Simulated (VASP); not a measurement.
Method: LDA (Ceperley-Alder, Perdew-Zunger), VASP's LDA PAW potentials (set 64) (plane waves; VASP).

The input files of a VASP run:

### KPOINTS
```
Automatic
0
gamma
  7 7 7
```

### INCAR
```
! general
SYSTEM  = NaBr
PREC    = Accurate
ENCUT   = 520
LREAL   = .FALSE.
LASPH   = .TRUE.

! electronic loop
EDIFF   = 1E-6
NELM    = 100
ALGO    = Normal
LMAXMIX = 4

! smearing
ISMEAR  = 0
SIGMA   = 0.05

! ions
IBRION  = 2
NSW     = 60
ISIF    = 3
EDIFFG  = -0.01

! output
LWAVE   = .FALSE.
LCHARG  = .FALSE.
```

**POSCAR**
```
NaBr
1
    0.0000000000     2.8943219294     2.8943219294
    2.8943219294    -0.0000000000     2.8943219294
    2.8943219294     2.8943219294     0.0000000000
Na Br
1 1
Direct
  0.0000000000   0.0000000000   0.0000000000
  0.5000000000   0.5000000000   0.5000000000
```

POTCAR, in this order: Na_pv Br (LDA.64 set). Program: vasp_std.

The run wrote:

File OSZICAR:
```
       N       E                     dE             d eps       ncg     rms          rms(c)
DAV:   1     0.915592934939E+02    0.91559E+02   -0.72753E+03   440   0.122E+03
DAV:   2     0.875807021953E+00   -0.90683E+02   -0.85748E+02   481   0.262E+02
DAV:   3    -0.672172600648E+01   -0.75975E+01   -0.75473E+01   530   0.779E+01
DAV:   4    -0.687006042716E+01   -0.14833E+00   -0.14825E+00   497   0.118E+01
DAV:   5    -0.687215986325E+01   -0.20994E-02   -0.20992E-02   508   0.144E+00    0.163E+00
DAV:   6    -0.676994525389E+01    0.10221E+00   -0.14839E-01   509   0.291E+00    0.999E-01
DAV:   7    -0.675239027197E+01    0.17555E-01   -0.57039E-02   565   0.166E+00    0.511E-01
DAV:   8    -0.675162926598E+01    0.76101E-03   -0.29872E-03   503   0.597E-01    0.109E-01
DAV:   9    -0.675157929661E+01    0.49969E-04   -0.13401E-04   506   0.123E-01    0.405E-02
DAV:  10    -0.675158297707E+01   -0.36805E-05   -0.16190E-05   535   0.554E-02    0.221E-03
DAV:  11    -0.675158286564E+01    0.11143E-06   -0.11957E-06   286   0.172E-02
   1 F= -.67515829E+01 E0= -.67515829E+01  d E =-.675158E+01
```

### OUTCAR
```
------------------------ aborting loop because EDIFF is reached ----------------------------------------
  FORCE on cell =-STRESS in cart. coord.  units (eV):
  Direction    XX          YY          ZZ          XY          YZ          ZX
  --------------------------------------------------------------------------------------
  Total       -0.0035806     -0.0035806     -0.0035806      0.0000000      0.0000000     -0.0000000
  in kB       -0.1183042     -0.1183042     -0.1183042      0.0000000      0.0000000     -0.0000000
  external PRESSURE =      -0.1183042 kB  Pullay stress =       0.0000000 kB
  volume of cell :       48.49
      direct lattice vectors                 reciprocal lattice vectors
     0.000000000  2.894321929  2.894321929    -0.172752034  0.172752034  0.172752034
     2.894321929  0.000000000  2.894321929     0.172752034 -0.172752034  0.172752034
     2.894321929  2.894321929  0.000000000     0.172752034  0.172752034 -0.172752034
 POSITION                                       TOTAL-FORCE (eV/Angst)
 -----------------------------------------------------------------------------------
      0.00000      0.00000      0.00000         0.000000      0.000000      0.000000
      2.89432      2.89432      2.89432        -0.000000     -0.000000     -0.000000
 -----------------------------------------------------------------------------------
    total drift:                               -0.000000      0.000000      0.000000
  FREE ENERGIE OF THE ION-ELECTRON SYSTEM (eV)
  ---------------------------------------------------
  free  energy   TOTEN  =        -6.7515828656 eV

  energy  without entropy=       -6.7515828656  energy(sigma->0) =       -6.75158287

 reached required accuracy - stopping structural energy minimisation
```
(Selected blocks of OUTCAR.)

### OUTCAR
```
 val. band max:       -0.3021361279   @ k =   0.0000   0.0000   0.0000

 cond. band min:       3.7836945668   @ k =   0.0000   0.0000   0.0000


 Fermi energy:        -0.0420904765

 k-point     1 :       0.0000    0.0000    0.0000
  band No.  band energies     occupation
      1     -21.6979      2.00000
      2     -21.6979      2.00000
      3     -21.6979      2.00000
      4     -13.3717      2.00000
      5      -0.3021      2.00000
      6      -0.3021      2.00000
      7      -0.3021      2.00000
      8       3.7837      0.00000
      9       9.3878      0.00000
     10       9.3878      0.00000
     11       9.3878      0.00000

 k-point     2 :       0.1429    0.0000    0.0000
  band No.  band energies     occupation
      1     -21.7028      2.00000
      2     -21.6982      2.00000
      3     -21.6982      2.00000
      4     -13.3038      2.00000
      5      -0.9547      2.00000
      6      -0.3714      2.00000
      7      -0.3714      2.00000
      8       4.5390      0.00000
      9       8.7848      0.00000
     10       9.6329      0.00000
     11       9.6329      0.00000

 k-point     3 :       0.2857    0.0000    0.0000
  band No.  band energies     occupation
      1     -21.7137      2.00000
      2     -21.6989      2.00000
      3     -21.6989      2.00000
      4     -13.1446      2.00000
      5      -2.0127      2.00000
      6      -0.5188      2.00000
      7      -0.5188      2.00000
      8       5.5128      0.00000
      9       8.7615      0.00000
     10       9.5449      0.00000
     11       9.5449      0.00000

 k-point     4 :       0.4286    0.0000    0.0000
  band No.  band energies     occupation
      1     -21.7223      2.00000
      2     -21.6995      2.00000
      3     -21.6995      2.00000
      4     -13.0097      2.00000
      5      -2.6835      2.00000
      6      -0.6297      2.00000
      7      -0.6297      2.00000
      8       5.6741      0.00000
      9       9.1976      0.00000
...
```

The compound is NaBr in the rock salt structure. It was relaxed first, which changed the volume by -9 %. The start is the result of an earlier pass.
